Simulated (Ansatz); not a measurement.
# Os/AlN/Al: conductance against the thickness of the layer

Aim: the conductance of Os/AlN/Al junctions as the barrier thickens. The lower electrode is Os hcp(0001), the upper one Al fcc(111); the barrier is AlN rock salt(111) (Al and Al faces). In the first transport cell, after relaxation, the nearest pair of electrode and barrier is Os–Al at 2.66 Å, at a slant, at the lower face and Al–Al at 2.78 Å, at a slant, at the upper one. All share a net of side 2.75 Å, which strains the lower electrode by +0.0 %, the upper one by -3.7 % and the barrier by -4.5 %, against typed lattice constants near PBE's. The first steps treat the bulk electrodes alone.

Method: PBE DFT, plane waves, PAW files, in the first sound run; inputs show where later runs differ, in Ansatz 0.2.0.

**1. The starting structure**

Symmetry: P6_3/mmc, No. 194, hexagonal system. Conventional cell: a = 2.750 Å, b = 2.750 Å, c = 4.350 Å, α = 90.00°, β = 90.00°, γ = 120.00°. Nearest to Os lie 12 Os at 2.69 to 2.75 Å.

**2. Layer spacing of the electrode, 2 atoms, electrode Os hcp(0001)**

The electrode is held to the junction's net and relaxed along the normal; its spacing is used for the ideal lead layers.

The input, input.yaml:

```yaml
crystal:
  lattice:
    - [2.75, 0.0, 0.0]
    - [-1.375, 2.3815698604, 0.0]
    - [0.0, 0.0, 4.35]
  atoms:
    - { symbol: Os, position: [0.0, 0.0, 0.0] }
    - { symbol: Os, position: [0.3333333333, 0.6666666667, 0.5] }
kpoints:
  mp_grid: { grid: [18, 18, 7] }
scf:
  occupations: { method: fermi_dirac, width: 0.1 }
  max_iter: 150
hamiltonian:
  xc: pbe
relax:
  f_tol: 0.01
  max_steps: 40
  cell: { fix: [a, b, angles] }
```

Launch:

```sh
$ ansatz run input.yaml --threads 4 --pin off --max-ram 10240MiB --backend cpu --events-out ev --progress --plain --runs-dir out
```

Numbers of over 12 decimals in the logs are rounded to 6 here.

Output:

```text
Engine: ansatz 0.2.0, x86_64-unknown-linux-gnu
Pseudopotentials: kind: paw
Pseudopotential: Os, paw, valence charge 16, recommended cutoff 420 eV (normal), Os.paw.azcp
Functional definition: PBE
  parameter kappa = 0.804
  parameter beta = 0.066725
  exchange = pbe_x(kappa = kappa, mu = beta*pi^2/3)
  correlation = pbe_c(beta = beta)
Crystal: 2 atoms, lattice volume = 28.490 Å³
Basis set: ecut = 420 eV, 573 PW (Γ), exchange–correlation on 40×40×60 points (8 copies of the dense FFT grid, shifted against one another)
Bands: 20, of which v1, the nominal top of the filled ones, is band 16 counted from 1 (15 counted from 0)
Symmetry: 24 space group operations
Space group: P63/mmc (ITA 194), of the structure as read, at distance tolerance 3.1e-5 Å
k-points: 148 of 2268
Non-local potential: Os, projectors of the file, l = 0: 3, l = 1: 2, l = 2: 2, l = 3: 1
PAW form: soft (Blöchl's): semilocal exchange-correlation on the pseudo side does not see the compensation charge
PAW one-centre angular grid: Os, 590 points (default); XC on 64 Gauss nodes
Initial density: superposition of atomic densities (neutral atoms: chi_scale 0, normalization atom), corrected by the library's trained network
Initial wavefunctions: pseudopotential atomic-orbital guess
Functional: x = pbe(κ = 0.804, μ = 0.219515), c = pbe(β = 0.066725)
SCF iter   1: F=—  HF=-22769.108546 eV  |F-HF|=—  |Δ(HF+E_count)|=         —  Δρ=9.17e-3  dr2=8.54e-3  ethr=1.77e-3  ⟨swp⟩=4.6  Hψ=11513  notcnv=0
preconditioner: auto → none  [metal: Δε(μ)=0.039 eV  Ē_g=6.710 eV  σ=0.100 eV  W_gap=0.10  n_scr=8 (ndim 8)  ℏωp=27.8 eV  f_vac=0.000  D(μ)=1.34/eV (n_scr^D=10)  sad-step TF]
SCF iter   2: F=—  HF=-22769.111786 eV  |F-HF|=—  |Δ(HF+E_count)|=   3.24e-3  Δρ=5.38e-3  dr2=2.90e-3  ethr=2.67e-5  ⟨swp⟩=1.9  Hψ=5030  notcnv=0
SCF iter   3: F=—  HF=-22769.113308 eV  |F-HF|=—  |Δ(HF+E_count)|=   1.52e-3  Δρ=2.40e-4  dr2=8.39e-6  ethr=9.07e-6  ⟨swp⟩=2.0  Hψ=4162  notcnv=0
SCF iter   4: F=—  HF=-22769.113288 eV  |F-HF|=—  |Δ(HF+E_count)|=   2.07e-5  Δρ=4.52e-5  dr2=2.98e-7  ethr=2.62e-8  ⟨swp⟩=2.1  Hψ=4267  notcnv=0
iter 5 did not close the SCF: its close was put off for the readings that it lacked (scf_convergence_deferred on its scf_iter line)
SCF iter   5: F=-22769.113288 eV  HF=-22769.113288 eV  |F-HF|=1.06e-9  |Δ(HF+E_count)|=   1.43e-8  Δρ=5.74e-6  dr2=4.63e-9  ethr=9.31e-10  ⟨swp⟩=2.1  Hψ=4321  notcnv=0
SCF iter   6: F=-22769.113288 eV  HF=-22769.113288 eV  |F-HF|=1.38e-10  |Δ(HF+E_count)|=  1.60e-10  Δρ=1.33e-6  dr2=2.56e-10  ethr=1.45e-11  ⟨swp⟩=1.1  Hψ=9488  notcnv=0
SCF 1 converged in 6 iterations: F = -22769.113288 eV  dr2 = 2.56e-10
  greatest PAW one-centre occupation: 1.000 electrons in one spin orbital (limit 2), on the Os atom at site 1 (counted from 0), in its partial waves of l = 0
relax step   1: F+E_penalty+E_count = -22769.11328757 eV  Δ(F+E_penalty+E_count) = +0.000e0 eV  max|allowed force component| = 6.939e-17 eV/Å  Δτ_max = 0.0000 Å  P = +1.026 GPa  Ω = 28.490 Å³  fix = [a, b, alpha, beta, gamma]  reactions: a +1.319, b +1.319 GPa  (6 SCF iters, dr2 threshold 1.00e-7 eV, accepted)
Crystal: 2 atoms, lattice volume = 28.531 Å³
Initial density: handed on by an earlier stage of this run
Initial wavefunctions: those handed on with the density
iter 1 solved again at ethr=6.06e-9 eV; its pass at ethr=3.10e-3 eV (dr2=1.94e-6 eV) is discarded
SCF iter   1: F=—  HF=-22769.113249 eV  |F-HF|=—  |Δ(HF+E_count)|=         —  Δρ=1.42e-4  dr2=4.22e-6  ethr=6.06e-9  ⟨swp⟩=3.0  Hψ=16200  notcnv=0
preconditioner: auto → none  [metal: Δε(μ)=0.035 eV  Ē_g=6.683 eV  σ=0.100 eV  W_gap=0.09  n_scr=8 (ndim 8)  ℏωp=27.8 eV  f_vac=0.000  D(μ)=1.34/eV (n_scr^D=10)]
SCF iter   2: F=—  HF=-22769.113225 eV  |F-HF|=—  |Δ(HF+E_count)|=   2.39e-5  Δρ=5.79e-5  dr2=4.49e-7  ethr=6.06e-9  ⟨swp⟩=2.2  Hψ=4293  notcnv=0
iter 3 did not close the SCF: its close was put off for the readings that it lacked (scf_convergence_deferred on its scf_iter line)
SCF iter   3: F=-22769.113225 eV  HF=-22769.113225 eV  |F-HF|=5.97e-9  |Δ(HF+E_count)|=   2.25e-8  Δρ=1.21e-5  dr2=1.28e-8  ethr=1.40e-9  ⟨swp⟩=2.1  Hψ=3809  notcnv=0
iter 4 did not close the SCF: its close was put off for the readings that it lacked (scf_convergence_deferred on its scf_iter line)
SCF iter   4: F=-22769.113225 eV  HF=-22769.113225 eV  |F-HF|=1.46e-11  |Δ(HF+E_count)|=   6.66e-9  Δρ=9.88e-7  dr2=7.75e-11  ethr=4.01e-11  ⟨swp⟩=2.1  Hψ=4616  notcnv=0
iter 5 did not close the SCF: its close was put off for the readings that it lacked (scf_convergence_deferred on its scf_iter line)
SCF iter   5: F=-22769.113225 eV  HF=-22769.113225 eV  |F-HF|=1.46e-11  |Δ(HF+E_count)|=  2.18e-11  Δρ=1.76e-7  dr2=6.26e-12  ethr=1.00e-12  ⟨swp⟩=1.5  Hψ=3527  notcnv=0
SCF iter   6: F=-22769.113225 eV  HF=-22769.113225 eV  |F-HF|=1.82e-11  |Δ(HF+E_count)|=  1.82e-11  Δρ=2.61e-8  dr2=7.93e-14  ethr=1.00e-12  ⟨swp⟩=1.0  Hψ=6512  notcnv=0
SCF 2 converged in 6 iterations: F = -22769.113225 eV  dr2 = 7.93e-14
relax step   2: F+E_penalty+E_count = -22769.11322481 eV  Δ(F+E_penalty+E_count) = +6.276e-5 eV  max|allowed force component| = 2.128e-16 eV/Å  Δτ_max = 0.0000 Å  P = +0.418 GPa  Ω = 28.531 Å³  energy of the carried Pulay correction = -2.394e-5 eV  fix = [a, b, alpha, beta, gamma]  (6 SCF iters, dr2 threshold 2.00e-7 eV, rejected (line search))
Crystal: 2 atoms, lattice volume = 28.505 Å³
iter 1 solved again at ethr=2.39e-9 eV; its pass at ethr=3.10e-3 eV (dr2=7.65e-7 eV) is discarded
SCF iter   1: F=—  HF=-22769.113323 eV  |F-HF|=—  |Δ(HF+E_count)|=         —  Δρ=8.93e-5  dr2=1.66e-6  ethr=2.39e-9  ⟨swp⟩=3.0  Hψ=16188  notcnv=0
preconditioner: auto → none  [metal: Δε(μ)=0.038 eV  Ē_g=6.692 eV  σ=0.100 eV  W_gap=0.09  n_scr=8 (ndim 8)  ℏωp=27.8 eV  f_vac=0.000  D(μ)=1.34/eV (n_scr^D=10)]
SCF iter   2: F=—  HF=-22769.113300 eV  |F-HF|=—  |Δ(HF+E_count)|=   2.34e-5  Δρ=3.62e-5  dr2=1.77e-7  ethr=2.39e-9  ⟨swp⟩=2.3  Hψ=4456  notcnv=0
SCF iter   3: F=—  HF=-22769.113300 eV  |F-HF|=—  |Δ(HF+E_count)|=   7.67e-9  Δρ=7.49e-6  dr2=4.91e-9  ethr=5.54e-10  ⟨swp⟩=2.1  Hψ=3868  notcnv=0
SCF iter   4: F=—  HF=-22769.113300 eV  |F-HF|=—  |Δ(HF+E_count)|=   2.54e-9  Δρ=6.07e-7  dr2=2.78e-11  ethr=1.54e-11  ⟨swp⟩=2.1  Hψ=4629  notcnv=0
iter 5 did not close the SCF: its close was put off for the readings that it lacked (scf_convergence_deferred on its scf_iter line)
SCF iter   5: F=-22769.113300 eV  HF=-22769.113300 eV  |F-HF|=7.28e-12  |Δ(HF+E_count)|=  7.28e-12  Δρ=9.95e-8  dr2=2.01e-12  ethr=1.00e-12  ⟨swp⟩=1.0  Hψ=2961  notcnv=0
iter 6 did not close the SCF: its close was put off for the readings that it lacked (scf_convergence_deferred on its scf_iter line)
SCF iter   6: F=-22769.113300 eV  HF=-22769.113300 eV  |F-HF|=3.64e-12  |Δ(HF+E_count)|=  3.64e-12  Δρ=1.74e-8  dr2=4.10e-14  ethr=1.00e-12  ⟨swp⟩=1.0  Hψ=2960  notcnv=0
iter 7 did not close the SCF: its close was put off for the readings that it lacked (scf_convergence_deferred on its scf_iter line)
SCF iter   7: F=-22769.113300 eV  HF=-22769.113300 eV  |F-HF|=1.46e-11  |Δ(HF+E_count)|=  7.28e-12  Δρ=3.61e-9  dr2=3.33e-15  ethr=1.00e-12  ⟨swp⟩=1.0  Hψ=2960  notcnv=0
iter 8 did not close the SCF: its close was put off for the readings that it lacked (scf_convergence_deferred on its scf_iter line)
SCF iter   8: F=-22769.113300 eV  HF=-22769.113300 eV  |F-HF|=1.46e-11  |Δ(HF+E_count)|=  1.09e-11  Δρ=6.95e-10  dr2=1.27e-16  ethr=1.00e-12  ⟨swp⟩=1.0  Hψ=2960  notcnv=0
SCF iter   9: F=-22769.113300 eV  HF=-22769.113300 eV  |F-HF|=0.00e0  |Δ(HF+E_count)|=  7.28e-12  Δρ=1.57e-10  dr2=5.83e-18  ethr=1.00e-12  ⟨swp⟩=2.0  Hψ=7311  notcnv=0
SCF 3 converged in 9 iterations: F = -22769.113300 eV  dr2 = 5.83e-18
relax step   3: F+E_penalty+E_count = -22769.11329991 eV  Δ(F+E_penalty+E_count) = -1.234e-5 eV  max|allowed force component| = 1.480e-16 eV/Å  Δτ_max = 0.0000 Å  P = +0.798 GPa  Ω = 28.505 Å³  energy of the carried Pulay correction = -8.957e-6 eV  fix = [a, b, alpha, beta, gamma]  reactions: a +1.198, b +1.198 GPa  (9 SCF iters, accepted)
Initial wavefunctions: pseudopotential atomic-orbital guess (no wavefunctions were taken with the density)
iter 1 solved again at ethr=7.65e-9 eV; its pass at ethr=3.10e-3 eV (dr2=2.45e-6 eV) is discarded
SCF iter   1: F=—  HF=-22769.113332 eV  |F-HF|=—  |Δ(HF+E_count)|=         —  Δρ=2.39e-6  dr2=2.64e-10  ethr=7.65e-9  ⟨swp⟩=3.2  Hψ=20646  notcnv=0
preconditioner: auto → none  [metal: Δε(μ)=0.038 eV  Ē_g=6.691 eV  σ=0.100 eV  W_gap=0.09  n_scr=8 (ndim 8)  ℏωp=27.8 eV  f_vac=0.000  D(μ)=1.34/eV (n_scr^D=10)]
SCF iter   2: F=—  HF=-22769.113309 eV  |F-HF|=—  |Δ(HF+E_count)|=   2.30e-5  Δρ=9.04e-7  dr2=3.41e-11  ethr=1.00e-12  ⟨swp⟩=3.0  Hψ=6228  notcnv=0
iter 3 did not close the SCF: its close was put off for the readings that it lacked (scf_convergence_deferred on its scf_iter line)
SCF iter   3: F=-22769.113309 eV  HF=-22769.113309 eV  |F-HF|=2.18e-11  |Δ(HF+E_count)|=    0.00e0  Δρ=2.30e-7  dr2=2.24e-12  ethr=1.00e-12  ⟨swp⟩=1.0  Hψ=2960  notcnv=0
iter 4 did not close the SCF: its close was put off for the readings that it lacked (scf_convergence_deferred on its scf_iter line)
SCF iter   4: F=-22769.113309 eV  HF=-22769.113309 eV  |F-HF|=0.00e0  |Δ(HF+E_count)|=  3.64e-12  Δρ=4.58e-8  dr2=1.09e-13  ethr=1.00e-12  ⟨swp⟩=1.0  Hψ=2960  notcnv=0
iter 5 did not close the SCF: its close was put off for the readings that it lacked (scf_convergence_deferred on its scf_iter line)
SCF iter   5: F=-22769.113309 eV  HF=-22769.113309 eV  |F-HF|=7.28e-12  |Δ(HF+E_count)|=  7.28e-12  Δρ=7.96e-9  dr2=8.87e-15  ethr=1.00e-12  ⟨swp⟩=1.0  Hψ=2960  notcnv=0
iter 6 did not close the SCF: its close was put off for the readings that it lacked (scf_convergence_deferred on its scf_iter line)
SCF iter   6: F=-22769.113309 eV  HF=-22769.113309 eV  |F-HF|=0.00e0  |Δ(HF+E_count)|=  7.28e-12  Δρ=1.69e-9  dr2=3.03e-16  ethr=1.00e-12  ⟨swp⟩=1.0  Hψ=2960  notcnv=0
SCF iter   7: F=-22769.113309 eV  HF=-22769.113309 eV  |F-HF|=3.64e-12  |Δ(HF+E_count)|=  7.28e-12  Δρ=4.58e-10  dr2=1.26e-17  ethr=1.00e-12  ⟨swp⟩=2.0  Hψ=6996  notcnv=0
SCF 4 converged in 7 iterations: F = -22769.113309 eV  dr2 = 1.26e-17
relax step   4: F+E_penalty+E_count = -22769.11330877 eV  Δ(F+E_penalty+E_count) = -8.855e-6 eV  max|allowed force component| = 1.712e-16 eV/Å  Δτ_max = 0.0000 Å  P = +0.798 GPa  Ω = 28.505 Å³  fix = [a, b, alpha, beta, gamma]  reactions: a +1.197, b +1.197 GPa  stress off target by 2.20e-3 GPa on what of the cell is left free  SCF on the basis re-selected at this cell (its energy is not comparable with the rows above)  (7 SCF iters)
basis re-selected at this cell: Δ(F+E_penalty+E_count) = -8.855e-6 eV, ΔP = -0.001 GPa vs the last step (what re-selecting the basis moved, of the pressure what is left beyond the Pulay correction that the steps carried, after the strain that the cell walked since its last selection, with what the two solves' SCF thresholds leave and, on support functions, any second-order correction that the steps lacked; it is no m [...]
SCF converged after 7 iterations
Free energy (F): -22769.113309 eV
Harris-Foulkes:  -22769.113309 eV  (|F-HF|=3.64e-12)
Internal energy: -22769.069987 eV  (E = F + TS)
E sigma→0 (E₀):  -22769.091648 eV
Entropy (-TS):   -0.043322 eV (-21.661 meV/atom)
Fermi energy:    25.468979 eV
--- Per-component energies (eV) ---
  E_band       = -146.216692
  E_kinetic    = 1123.200815
  E_local      = -1603.113593  (includes V_loc(G=0)·N_el)
  E_nonlocal   = -4.074113
  E_hartree    = 662.327790
  E_xc         = -533.426208
  E_vxc        = -568.146090  (∫ρ·V_xc dr)
  E_paw        = -18023.426234  (= ΣΔE_a)
  E_vpaw       = -418.739104  (= ΣTr[D̂ρ^β])
  E_aug_tail   = -0.000188  (compensation charges beyond the density's cutoff)
  E_ewald      = -4390.558257
  E_smearing   = -0.043322  (= −TS)
  E_closure    = 0.000000  (closes the sum)
  Σ components = -22769.113309   (vs F -22769.113309, Δ=0.00e0)
--- Forces (eV/Å), atoms counted from 1 ---
  atom   1  Os     0.00000000    -0.00000000     0.00000000
  atom   2  Os    -0.00000000     0.00000000     0.00000000
  max |Σ_I F_I| component: 2.78e-17 eV/Å
--- Stress (GPa, compression-positive) ---
        1.197367       0.000000       0.000000
        0.000000       1.197367      -0.000000
        0.000000      -0.000000      -0.002196
  P = ⅓ Tr σ = 0.7975 GPa (7.975 kbar)
--- Relaxed structure (3 steps of the walk, 2 accepted, 1 SCFs on fresh bases) ---
  F+E_penalty+E_count = -22769.11330877 eV   max|allowed force component| = 1.712e-16 eV/Å   (the final SCF, on the basis selected at the relaxed cell)
  cell:  # Å, volume = 28.5051 Å³
    - [2.750000, 0, 0.0]
    - [-1.375000, 2.381570, 0.0]
    - [0.0, 0.0, 4.352375]
  atoms:
    - { symbol: Os, position: [9.251858539620023e-18, -5.08852219630634e-17, 0.0] }
    - { symbol: Os, position: [0.333333, 0.666667, 0.500000] }
```

Run time: 3.2 s. Hardware: 4 threads of Intel Xeon Platinum 8375C at 2.90GHz (Ice Lake), shared host; peak memory 0.45 GiB.

Little changed from the start: no atom moved by 0.005 Å and no cell edge by 0.1 %.

Numbers from this step:

| Property | Result |
| --- | --- |
| free energy | -22769.1133 eV |
| Fermi energy | 25.47 eV |
| pressure | 0.7975 GPa |

**3. Layer spacing of the electrode, 3 atoms, electrode Al fcc(111)**

System of this step: Al. Symmetry: R-3m, No. 166, trigonal system. The conventional cell has a = 2.750 Å, b = 2.750 Å, c = 7.180 Å, α = 90.00°, β = 90.00°, γ = 120.00°. Nearest to Al lie 12 Al at 2.75 to 2.87 Å.

The electrode is held to the junction's net and relaxed along the normal; its spacing is used for the ideal lead layers.

input.yaml, the sections that differ from step 2:

```yaml
crystal:
  lattice:
    - [2.75, 0.0, 0.0]
    - [-1.375, 2.3815698604, 0.0]
    - [0.0, 0.0, 7.1804571915]
  atoms:
    - { symbol: Al, position: [0.0, 0.0, 0.0] }
    - { symbol: Al, position: [0.3333333333, 0.6666666667, 0.3333333333] }
    - { symbol: Al, position: [0.6666666667, 0.3333333333, 0.6666666667] }
kpoints:
  mp_grid: { grid: [18, 18, 4] }
# scf, hamiltonian, relax: as in step 2
```

Output:

```text
[...]
Crystal: 3 atoms, lattice volume = 47.027 Å³
Basis set: ecut = 420 eV, 905 PW (Γ), exchange–correlation on 40×40×96 points (8 copies of the dense FFT grid, shifted against one another)
Bands: 9, of which v1, the nominal top of the filled ones, is band 5 counted from 1 (4 counted from 0)
Symmetry: 36 space group operations
[...]
k-points: 138 of 1296
[...]
SCF iter   1: F=—  HF=-1612.450743 eV  |F-HF|=—  |Δ(HF+E_count)|=         —  Δρ=9.36e-4  dr2=3.99e-4  ethr=1.77e-3  ⟨swp⟩=5.8  Hψ=22411  notcnv=0  defer=23
automatic band count: the SCF goes on with 13 bands, as 9 were too few: the levels above may hold too much charge
[...]
SCF iter   2: F=—  HF=-1612.450715 eV  |F-HF|=—  |Δ(HF+E_count)|=   2.83e-5  Δρ=5.66e-4  dr2=1.54e-4  ethr=4.43e-6  ⟨swp⟩=1.4  Hψ=3019  notcnv=0  defer=34
[...]
SCF iter   6: F=-1612.450678 eV  HF=-1612.450678 eV  |F-HF|=2.27e-13  |Δ(HF+E_count)|=  6.64e-11  Δρ=4.38e-8  dr2=6.13e-13  ethr=1.00e-12  ⟨swp⟩=1.0  Hψ=3894  notcnv=0
SCF 1 converged in 6 iterations: F = -1612.450678 eV  dr2 = 6.13e-13
[...]
relax step   1: F+E_penalty+E_count = -1612.45067841 eV  Δ(F+E_penalty+E_count) = +0.000e0 eV  max|allowed force component| = 6.936e-29 eV/Å  Δτ_max = 0.0000 Å  P = +4.985 GPa  Ω = 47.027 Å³  fix = [a, b, alpha, beta, gamma]  reactions: a +6.924, b +6.924 GPa  (6 SCF iters, dr2 threshold 1.00e-7 eV, accepted)
Crystal: 3 atoms, lattice volume = 47.371 Å³
Basis set: ecut = 420 eV, 931 PW (Γ), exchange–correlation on 40×40×96 points (8 copies of the dense FFT grid, shifted against one another)
Bands: 13, of which v1, the nominal top of the filled ones, is band 5 counted from 1 (4 counted from 0)
[...]
SCF iter   6: F=-1612.452241 eV  HF=-1612.452241 eV  |F-HF|=0.00e0  |Δ(HF+E_count)|=  9.09e-13  Δρ=1.48e-9  dr2=7.01e-16  ethr=1.00e-12  ⟨swp⟩=1.0  Hψ=4140  notcnv=0
SCF 2 converged in 6 iterations: F = -1612.452241 eV  dr2 = 7.01e-16
relax step   2: F+E_penalty+E_count = -1612.45224092 eV  Δ(F+E_penalty+E_count) = -1.563e-3 eV  max|allowed force component| = 2.511e-28 eV/Å  Δτ_max = 0.0000 Å  P = +4.397 GPa  Ω = 47.371 Å³  energy of the carried Pulay correction = -1.529e-4 eV  fix = [a, b, alpha, beta, gamma]  reactions: a +6.349, b +6.349 GPa  (6 SCF iters, dr2 threshold 3.00e-7 eV, accepted)
Crystal: 3 atoms, lattice volume = 47.649 Å³
[...]
SCF iter   6: F=-1612.452535 eV  HF=-1612.452535 eV  |F-HF|=2.27e-13  |Δ(HF+E_count)|=  1.59e-12  Δρ=1.67e-9  dr2=8.24e-16  ethr=1.00e-12  ⟨swp⟩=1.0  Hψ=4140  notcnv=0
SCF 3 converged in 6 iterations: F = -1612.452535 eV  dr2 = 8.24e-16
relax step   3: F+E_penalty+E_count = -1612.45253534 eV  Δ(F+E_penalty+E_count) = -2.944e-4 eV  max|allowed force component| = 1.262e-27 eV/Å  Δτ_max = 0.0000 Å  P = +3.945 GPa  Ω = 47.649 Å³  energy of the carried Pulay correction = -2.756e-4 eV  fix = [a, b, alpha, beta, gamma]  reactions: a +5.927, b +5.927 GPa  (6 SCF iters, dr2 threshold 3.00e-7 eV, accepted)
Basis set: ecut = 420 eV, 931 PW (Γ), exchange–correlation on 40×40×100 points (8 copies of the dense FFT grid, shifted against one another)
[...]
SCF iter   7: F=-1612.452851 eV  HF=-1612.452851 eV  |F-HF|=6.82e-13  |Δ(HF+E_count)|=  1.14e-12  Δρ=6.72e-12  dr2=1.98e-20  ethr=1.00e-12  ⟨swp⟩=1.0  Hψ=4140  notcnv=0
SCF 4 converged in 7 iterations: F = -1612.452851 eV  dr2 = 1.98e-20
relax step   4: F+E_penalty+E_count = -1612.45285130 eV  Δ(F+E_penalty+E_count) = -3.160e-4 eV  max|allowed force component| = 1.382e-24 eV/Å  Δτ_max = 0.0000 Å  P = +3.954 GPa  Ω = 47.649 Å³  fix = [a, b, alpha, beta, gamma]  reactions: a +5.933, b +5.933 GPa  stress off target by 2.50e-3 GPa on what of the cell is left free  SCF on the basis re-selected at this cell (its energy is not comparable with the rows above)  (7 SCF iters)
[...]
SCF converged after 7 iterations
Free energy (F): -1612.452851 eV
[...]
Internal energy: -1612.413946 eV  (E = F + TS)
E sigma→0 (E₀):  -1612.433399 eV
Entropy (-TS):   -0.038905 eV (-12.968 meV/atom)
Fermi energy:    8.335715 eV
[...]
--- Stress (GPa, compression-positive) ---
        5.932864      -0.000000       0.000000
        0.000000       5.932864      -0.000000
        0.000000      -0.000000      -0.002500
  P = ⅓ Tr σ = 3.9544 GPa (39.544 kbar)
--- Relaxed structure (3 steps of the walk, 3 accepted, 1 SCFs on fresh bases) ---
[...]
cell:  # Å, volume = 47.6489 Å³
    - [2.750000, 0, 0]
    - [-1.375000, 2.381570, 0]
    - [0, 0, 7.275404]
  atoms:
    - { symbol: Al, position: [0, 0, 0] }
    - { symbol: Al, position: [0.333333, 0.666667, 0.333333] }
    - { symbol: Al, position: [0.666667, 0.333333, 0.666667] }
```

Run time: 3 s. Hardware: 4 threads; peak memory 0.45 GiB; 11 s of CPU time.

Relaxation path:

| step | energy less that of the first step (eV) | largest force component (eV/Å) | pressure (GPa) | volume (Å³) |
| --- | --- | --- | --- | --- |
| 1 | 0.0000 | 0.0000 | 4.98 | 47.03 |
| 2 | -0.0016 | 0.0000 | 4.40 | 47.37 |
| 3 | -0.0019 | 0.0000 | 3.95 | 47.65 |
| 4* | -0.0022 | 0.0000 | 3.95 | 47.65 |

Relaxation steps marked * repeat the geometry before them on a plane-wave basis chosen anew for their cell, so energy and pressure can jump there.

The run keeps the 36 symmetry operations that it works with, so distortions that break them were not tested.

```csv
"conventional cell, symmetrised",before,after,change
a (Å),2.750,2.750,-0.0 %
b (Å),2.750,2.750,-0.0 %
c (Å),7.180,7.275,+1.3 %
volume (Å³/atom),15.68,15.88,+1.3 %
```

The relaxed structure:

```xyz
3
Lattice="2.7500 0.0000 0.0000 -1.3750 2.3816 0.0000 0.0000 0.0000 7.2754" Properties=species:S:1:pos:R:3 pbc="T T T"
Al    0.0000    0.0000    0.0000
Al    0.0000    1.5877    2.4251
Al    1.3750    0.7939    4.8503
```

This step gave:

| Property | Result |
| --- | --- |
| free energy | -1612.4529 eV |
| Fermi energy | 8.336 eV |
| pressure | 3.954 GPa |

The cell grew by 1.3 % in volume.

(Continued in part 2 of 6.)

[Logs are printed without paths, hosts, clocks, repeated set-up lines and the standing remarks that a program may print on its own settings, such as how far it seeks lower states.]

[Hosts, paths, dates, database ids (printed as entryN), source tags and the programs' standing remarks are cut or masked in the printed files.]
